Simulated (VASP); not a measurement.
# GaSb (F-43m) in VASP: further runs

The runs below take GaSb through relaxation of cell and atoms, single point, with PBE.

All numbers are computed with VASP 6.6.1; they aren't measurements. Logs are shortened: lines on timing, memory, paths and dates and some standing lists are left out, and cuts for length are marked.

**The experiment to reproduce.**

A printed reference work, data compilation reports, for a bulk crystal of GaSb at 4.2 K: band gap 0.811 eV (direct).

How close the calculation comes is told below.

### 1 The structure

The structure is cubic, space group F-43m (No. 216). The conventional cell has a = 6.118 Å, b = 6.118 Å, c = 6.118 Å, α = 90.00°, β = 90.00°, γ = 90.00°. Sb (site symmetry -43m) is surrounded by 4 Ga at 2.65 Å. Ga (site symmetry -43m) has 4 Sb at 2.65 Å as nearest neighbours.

### 2 Relaxation of cell and atoms, PBE

Contents of INCAR:

```
SYSTEM = GaSb
  ALGO = Normal
  EDIFF = 1E-7
  EDIFFG = -0.02
  ENCUT = 600
  GGA = PE
  IBRION = 2
  ISIF = 3
  ISMEAR = -1
  LASPH = .True.
  LCHARG = .False.
  LREAL = .False.
  LWAVE = .False.
  NELM = 60
  NSW = 60
  PREC = Accurate
  SIGMA = 0.05
```

Contents of KPOINTS:

```
k-points
0
Gamma
  8 8 8
  0 0 0
```

Contents of POSCAR:

```
GaSb
1.0
    0.0000000000      3.0590000000      3.0590000000
    3.0590000000      0.0000000000      3.0590000000
    3.0590000000      3.0590000000      0.0000000000
Sb Ga
1 1
Direct
    0.7500000000      0.7500000000      0.7500000000
    0.0000000000      0.0000000000      0.0000000000
```

Potentials or basis: VASP PAW PBE potentials, release 64 (Sb, Ga_d).

The run is started by

```console
cat potpaw_PBE.64/Sb/POTCAR potpaw_PBE.64/Ga_d/POTCAR > POTCAR
mpirun -np 1 vasp_std > vasp.out
```

OUTCAR:

```text
SYSTEM = GaSb
   EDIFF = 1E-7
   EDIFFG = -0.02
   ENCUT = 600
   GGA = PE
   IBRION = 2
   ISIF = 3
   ISMEAR = -1
   LASPH = .True.
   LREAL = .False.
   NELM = 60
   NSW = 60
   PREC = Accurate

 ion  position               nearest neighbor table
   1  0.750  0.750  0.750-   2 2.65   2 2.65   2 2.65   2 2.65
   2  0.000  0.000  0.000-   1 2.65   1 2.65   1 2.65   1 2.65

  LATTYP: Found a face centered cubic cell.
 ALAT       =     6.1180000000

  Lattice vectors:

 A1 = (   0.0000000000,   3.0590000000,   3.0590000000)
 A2 = (   3.0590000000,   0.0000000000,   3.0590000000)
 A3 = (   3.0590000000,   3.0590000000,   0.0000000000)

Analysis of symmetry for initial positions (statically):
=====================================================================
 Subroutine PRICEL returns:
 Original cell was already a primitive cell.

 Routine SETGRP: Setting up the symmetry group for a
 face centered cubic supercell.

 Subroutine GETGRP returns: Found 24 space group operations
 (whereof 24 operations were pure point group operations)
 out of a pool of 48 trial point group operations.

The static configuration has the point symmetry T_d .

Analysis of symmetry for dynamics (positions and initial velocities):
=====================================================================
 Subroutine PRICEL returns:
 Original cell was already a primitive cell.

 Routine SETGRP: Setting up the symmetry group for a
 face centered cubic supercell.

 Subroutine GETGRP returns: Found 24 space group operations
 (whereof 24 operations were pure point group operations)
 out of a pool of 48 trial point group operations.

The dynamic configuration has the point symmetry T_d .

 Subroutine INISYM returns: Found 24 space group operations
 (whereof 24 operations are pure point group operations),
 and found     1 'primitive' translations

----------------------------------------------------------------------------------------

                                     Primitive cell

  volume of cell :      57.2491

  direct lattice vectors                    reciprocal lattice vectors
     0.000000000  3.059000000  3.059000000    -0.163452109  0.163452109  0.163452109
     3.059000000  0.000000000  3.059000000     0.163452109 -0.163452109  0.163452109
     3.059000000  3.059000000  0.000000000     0.163452109  0.163452109 -0.163452109

  length of vectors
     4.326079287  4.326079287  4.326079287     0.283107357  0.283107357  0.283107357

  position of ions in fractional coordinates (direct lattice)
     0.750000000  0.750000000  0.750000000
     0.000000000  0.000000000  0.000000000

  ion indices of the primitive-cell ions
   primitive index   ion index
                 1           1
                 2           2

----------------------------------------------------------------------------------------

 KPOINTS: k-points

[... 67 lines left out ...]
   EDIFF  = 0.1E-06   stopping-criterion for ELM
   LREAL  =      F    real-space projection
   EDIFFG = -.2E-01   stopping-criterion for IOM
   NSW    =     60    number of steps for IOM
   IBRION =      2    ionic relax: 0-MD 1-quasi-New 2-CG
   NFREE  =      1    steps in history (QN), initial steepest desc. (CG)
   ISIF   =      3    stress and relaxation
   ISYM   =      2    0-nonsym 1-usesym 2-fastsym
   POTIM  = 0.5000    time-step for ionic-motion
   TEBEG  =    0.0;   TEEND  =   0.0 temperature during run
   PSTRESS=    0.0 pullay stress
   NELECT =      18.0000    total number of electrons
   NUPDOWN=      -1.0000    fix difference up-down
   EMIN   =  10.00;   EMAX   =-10.00  energy-range for DOS
   EFERMI =   0.00;   METHOD = LEGACY
   ISMEAR =    -1;   SIGMA  =   0.05  broadening in eV -4-tet -1-fermi 0-gaus
   EFERMI_NEDOS =   21; number of points for ismear=-14 and -15
   IALGO  =     38    algorithm
   IMIX   =      4    mixing-type and parameters
     AMIX     =   0.40;   BMIX     =  1.00
     AMIX_MAG =   1.60;   BMIX_MAG =  1.00
  volume/ion in A,a.u.               =      28.62       193.17
  Fermi-wavevector in a.u.,A,eV,Ry     =   1.113208  2.103657 16.860766  1.239231
  Thomas-Fermi vector in A             =   2.249790
   LORBIT       =      0    0 simple, 1 ext, 2 COOP (PROOUT), +10 PAW based schemes
   GGA     = PE    functional components
   LHFCALC =     F    Hartree Fock is set to
   AEXX    =    0.0000 exact exchange contribution
   IVDW    =     0    specifies the selected vdW correction
   LEPSILON=     F    determine dielectric tensor
   LRPA    =     F    only Hartree local field effects (RPA)
 conjugate gradient relaxation of ions
 non-spin polarized calculation
  energy-cutoff  :      600.00
  volume of cell :       57.25
 maximum number of plane-waves:      1926
   NGX = 17   NGY = 17   NGZ = 17

--------------------------------------- Ionic step        1  -------------------------------------------

 number of electron      18.0000006 magnetization

 Free energy of the ion-electron system (eV)
  ---------------------------------------------------
  ext. energy  EPLUGINS =         0.00000000
  ---------------------------------------------------
  free energy    TOTEN  =        -7.34602463 eV

  energy without entropy =       -7.34553882  energy(sigma->0) =       -7.34578172

 E-fermi :   4.9382     XC(G=0):  -9.0882

 val. band max:        4.9072600582   @ k =   0.0000   0.0000   0.0000
 cond. band min:       5.2742151383   @ k =   0.5000   0.0000   0.0000
 fundamental gap:      0.3669550801
 Fermi energy:         4.9382399504

 k-point     1 :       0.0000    0.0000    0.0000
  band No.  band energies     occupation
      1     -10.1647      2.00000
      2     -10.1647      2.00000
      3     -10.1647      2.00000
      4     -10.1150      2.00000
      5     -10.1150      2.00000
      6      -6.6052      2.00000
      7       4.8712      1.58543
      8       4.8712      1.58542
      9       4.8712      1.58542
     10       4.9073      1.30025
     11       7.6466      0.00000
     12       7.6466      0.00000
     13       7.6466      0.00000
[... 439 lines left out ...]
--------------------------------------- Ionic step        3  -------------------------------------------

 number of electron      17.9999991 magnetization

 Free energy of the ion-electron system (eV)
  ---------------------------------------------------
  ext. energy  EPLUGINS =         0.00000000
  ---------------------------------------------------
  free energy    TOTEN  =        -7.36634086 eV

  energy without entropy =       -7.36582933  energy(sigma->0) =       -7.36608510

 E-fermi :   4.4310     XC(G=0):  -8.8788

 val. band max:        4.3913035480   @ k =   0.0000   0.0000   0.0000
 cond. band min:       4.6983606369   @ k =   0.5000   0.0000   0.0000
 fundamental gap:      0.3070570889
 Fermi energy:         4.4309941074

 k-point     1 :       0.0000    0.0000    0.0000
  band No.  band energies     occupation
      1     -10.5559      2.00000
      2     -10.5559      2.00000
      3     -10.5559      2.00000
      4     -10.5132      2.00000
      5     -10.5132      2.00000
      6      -6.7602      2.00000
      7       4.0912      1.99776
      8       4.3913      1.37731
      9       4.3913      1.37730
     10       4.3913      1.37730
     11       7.1785      0.00000
     12       7.1785      0.00000
     13       7.1785      0.00000
[... 397 lines left out ...]
  FREE ENERGIE OF THE ION-ELECTRON SYSTEM (eV)
  ---------------------------------------------------
  free  energy   TOTEN  =        -7.3663408626 eV

  energy  without entropy=       -7.3658293290  energy(sigma->0) =       -7.36608510

 reached required accuracy - stopping structural energy minimisation
```

Wall time 93 s (1 thread of Intel Xeon Platinum 8375C at 2.90GHz (Ice Lake), shared host); peak memory 0.21 GiB.

What came out:

```
Free energy                            : -7.3663 eV
Relaxed volume                         : 30.04 Å³/atom
Relaxed cell                           : a = 4.396 Å, b = 4.396 Å, c = 4.396 Å, α = 60.00°, β = 60.00°, γ = 60.00°
Space group after relaxing (to 0.05 Å) : F-43m (No. 216)
Energy gained by relaxing              : 10.2 meV/atom
Ionic steps                            : 3
Pressure after relaxing                : 0.0 GPa
Band gap on the k mesh                 : none (metal or under the smearing width)
```

The path:
```tsv
step	energy change (eV)	largest force (eV/Å)	pressure (GPa)	volume (Å³)
1	0.0000	0.0000	2.40	57.25
2	-0.0189	0.0000	-0.57	60.88
3	-0.0203	0.0000	-0.03	60.08
```

Final structure:
```
CELL_PARAMETERS angstrom
0.00000 3.10854 3.10854
3.10854 0.00000 3.10854
3.10854 3.10854 0.00000
ATOMIC_POSITIONS crystal
Sb 0.75000 0.75000 0.75000
Ga 0.00000 0.00000 0.00000
```

Levels at points of the mesh, in eV from the Fermi level:
```csv
k point,band 5,band 6,band 7,band 8,band 9,band 10,band 11,band 12,band 13
"(0.00, 0.00, 0.00)",-14.94,-11.19,-0.34,-0.04,-0.04,-0.04,2.75,2.75,2.75
"(0.50, 0.00, 0.00)",-14.94,-9.69,-6.18,-1.12,-1.12,0.27,3.71,3.71,6.45
"(0.50, 0.50, 0.00)",-14.94,-8.93,-6.64,-2.45,-2.45,0.91,1.30,8.33,8.33
```

Caveat: this crystal is a semiconductor, whose small gap the functional closes, so the metal is an error of the method. PBE usually gives volumes a little too large and moduli too small.

### 3 Single point, PBE

Contents of INCAR:

```
SYSTEM = GaSb
PREC     = Accurate       ! precision mode
ENCUT    = 520            ! plane-wave cutoff, eV
EDIFF    = 1E-7           ! SCF threshold, eV
ISMEAR   = 0              ! smearing method
SIGMA    = 0.015          ! smearing width, eV
LREAL    = .False.        ! projectors in reciprocal space
LASPH    = .True.         ! aspherical terms in the spheres
NELM     = 100            ! most SCF steps
ALGO     = Fast           ! electronic algorithm
ISIF     = 2              ! what is computed and relaxed
LWAVE    = .False.        ! write WAVECAR
LCHARG   = .True.         ! write CHGCAR
GGA      = PE             ! functional
LELF     = .True.         ! ELF
LVHAR    = .True.       
NBANDS   = 16             ! bands
```

Contents of KPOINTS:

```
regular mesh
0
Gamma
  8 8 8
  0 0 0
```

POSCAR is that of step 2.

Potentials or basis: VASP PAW PBE potentials, release 64 (Sb, Ga_d).

The run is started by

```console
cat potpaw_PBE.64/Sb/POTCAR potpaw_PBE.64/Ga_d/POTCAR > POTCAR
mpirun -np 1 vasp_std > vasp.out
```

Wall time 11 s (1 thread of Intel Xeon 6975P-C (Granite Rapids), shared host); peak memory 0.18 GiB.

It converged, with:

```
Free energy            : -7.3458 eV
Pressure               : 2.3 GPa
Band gap on the k mesh : 0.04 eV, direct
```

Levels at points of the mesh, in eV from the valence-band top:
```tsv
k point	band 7	band 8	band 9	band 10	band 11	band 12
(0.00, 0.00, 0.00)	0.00	0.00	0.00	0.04	2.77	2.77
(0.50, 0.00, 0.00)	-6.37	-1.15	-1.15	0.40	3.75	3.75
(0.50, 0.50, 0.00)	-6.81	-2.57	-2.57	0.90	1.25	8.68
```

Caveat: spin-orbit coupling is left out, which moves the levels of the heavy elements.

### 4 Comparison with measurements

Step 3. A measured gap of GaSb is 0.811 eV (direct; 4.2 K; a printed reference work, data compilation); the calculated 0.04 eV misses it by -0.78 eV. Spin-orbit coupling on Ga, Sb is left out. The value is that of PBE on a finite k mesh, which can miss the band edges, without temperature or zero-point motion. Semilocal functionals fall short of measured gaps as a rule.
